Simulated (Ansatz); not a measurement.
Given:

ZrO2 (fluorite)

```
ZrO2
1.0
    0.00000     2.55794     2.55794
    2.55794     0.00000     2.55794
    2.55794     2.55794     0.00000
Zr O
1 2
Direct
  0.00000   0.00000   0.00000
  0.25000   0.25000   0.25000
  0.75000   0.75000   0.75000
```

A phonon eigenvector at Γ is frozen into this cell: atom i moves by Q times the vector below, so Q is the largest atomic displacement, in Å. The cell is held. It is one choice among 3 degenerate patterns.

```
atom      x      y       z
----  -----  -----  ------
O2    0.000  0.000   1.000
O3    0.000  0.000  -1.000
```

Atoms not listed stay in place.

Calculation: PBE (plane waves to 420 eV, PAW, scalar-relativistic; Ansatz, a program for electronic structure). k mesh 11×11×11 (Γ-centred), Fermi-Dirac smearing 0.05 eV. Energies are smeared free energies. This is a high-temperature form of ZrO2. ZrO2 is run without spin polarisation. ZrO2 was relaxed with its symmetry unable to fall. The zero of ΔE is the undisplaced structure.

The scan covers Q from -0.280 to 0.280 Å in 13 points.

Question: Which space group does the distorted structure have?

Answer: Immm (No. 71), lowered from Fm-3m.

Question: Is the energy the same for equal positive and negative displacements?

Answer: Even: the same for both signs.

Question: Is this a single well or a double well?

Answer: A single well with its minimum at or next to zero displacement.

Question: What is the energy change at Q = 0.280 Å?

Answer: 1623 meV/cell.

Question: What harmonic wavenumber does the curvature at Q = 0 give?

Answer: 549 cm⁻¹.

(For displaced atoms, the force is minus the slope of the energy, and its curvature is a force constant, which sets phonon frequencies.)
